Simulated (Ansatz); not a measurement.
# Energies and gaps of 3 cells of CaSe

3 cells of CaSe were relaxed with r2SCAN in Ansatz. Computed values for non-magnetic cells; some structures come from databases, others from prototypes and may be hypothetical.

CsCl type:
Space group Pm-3m (No. 221). a = 3.635 Å, b = 3.635 Å, c = 3.635 Å, α = 90.00°, β = 90.00°, γ = 90.00°

| atom | site | symmetry | x | y | z |
| --- | --- | --- | --- | --- | --- |
| Ca | 1a | m-3m | 0.0000 | 0.0000 | 0.0000 |
| Se | 1b | m-3m | 0.5000 | 0.5000 | 0.5000 |

zincblende:
Space group F-43m (No. 216). a = 6.559 Å, b = 6.559 Å, c = 6.559 Å, α = 90.00°, β = 90.00°, γ = 90.00°

| atom | site | symmetry | x | y | z |
| --- | --- | --- | --- | --- | --- |
| Ca | 4a | -43m | 0.0000 | 0.0000 | 0.0000 |
| Se | 4d | -43m | 0.2500 | 0.2500 | 0.7500 |

database Fm-3m (2 atoms):
Space group Fm-3m (No. 225). a = 5.935 Å, b = 5.935 Å, c = 5.935 Å, α = 90.00°, β = 90.00°, γ = 90.00°

| atom | site | symmetry | x | y | z |
| --- | --- | --- | --- | --- | --- |
| Ca | 4a | m-3m | 0.0000 | 0.0000 | 0.0000 |
| Se | 4b | m-3m | 0.5000 | 0.0000 | 0.0000 |

Energies are counted from the lowest cell, each relaxed with the functional named (k spacing about 0.3 1/Å); gaps are on the r2SCAN cells (d direct, i indirect).
```tsv
structure	space group	volume (Å³/atom)	E, r2SCAN (meV/atom)	E, PBEsol (meV/atom)	E, LDA (meV/atom)	E, PBE (meV/atom)	gap, PBE (eV)	gap, r2SCAN (eV)	gap, HSE06 (eV)	gap, PBE0 (eV)
CsCl type	Pm-3m	24.01	380	323	327	346	0.77 d (M)	1.24 d (M)	1.54 d (M)	2.21 d (M)
zincblende	F-43m	35.27	307	324	362	258	3.20 i (K–Γ (0.30) → Γ)	3.70 i (K–Γ (0.28) → Γ)	4.09 i (K–Γ (0.33) → Γ)	4.76 i (K–Γ (0.33) → Γ)
database Fm-3m (2 atoms)	Fm-3m	26.13	0	0	0	0	2.06 i (Γ → X)	2.52 i (Γ → X)	3.00 i (Γ → X)	3.68 i (Γ → X)
```

Among these cells the lowest with r2SCAN is database Fm-3m (2 atoms), 307 meV an atom below the next, zincblende. Other structures, not computed here, could lie lower. PBEsol, LDA, PBE agree on the lowest cell. The start from another database entry ended in the same structure as one of these cells.

Against database Fm-3m (2 atoms) (HSE06 gap 3.00 eV): CsCl type -1.46 eV at -8.1 % volume; zincblende +1.09 eV at +35.0 % volume.

Spin-orbit coupling is left out.

Where an edge lies off the special points, it is a point of the mesh or the k point where a search put PBE's edge or least direct gap, reused for the other functionals, whose own edges may lie a little apart.

The meshes of the hybrids are coarse, so their gaps aren't converged to the digits shown.
